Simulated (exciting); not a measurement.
PbSe (Clausthalite), 2 atoms in the cell. It takes space group Fm-3m (No. 225, cubic). The conventional cell has a = 6.121 Å, b = 6.121 Å, c = 6.121 Å, α = 90.00°, β = 90.00°, γ = 90.00°. Pb (site symmetry m-3m) has 6 Se at 3.06 Å as nearest neighbours. Se (site symmetry m-3m) has 6 Pb at 3.06 Å as nearest neighbours. 

| Quantity | Value |
| --- | --- |
| Program | exciting (release sodium) |
| Task | band structure |
| Functional | PBE |
| Potentials or basis | all-electron LAPW+lo, shipped species files, valence relativity iora* |
| rgkmax | 9 |
| k mesh | 8 × 8 × 8 |
| Occupations | fermi-dirac, width 0.05 eV |
| Spin | no spin polarisation |
| outputlevel | normal |
| gmaxvr (cutoff of density and potential) | 14 1/bohr |
| lmaxapw (and lmaxmat) | 10 |
| lmaxvr | 8 |
| nempty | 10 |
| Valence relativity | iora* |
| epsengy | 1e-05 Ha |
| epspot | 1e-05 Ha |
| maxscl | 60 |
| Muffin-tin radii | Pb 2.3, Se 2.0 bohr |

Potentials or basis: all-electron LAPW+lo, shipped species files, valence relativity iora*.

Launch:

```console
$ OMP_NUM_THREADS=1 exciting_smp
```

Hardware: 1 thread of Arm Neoverse V2, on a shared host.

Estimate the wall time of this run.

It took 4.2 min on 1 thread of Arm Neoverse V2, on a shared host, peak memory 0.15 GiB. Counts: scf iterations 16, plane waves 609.
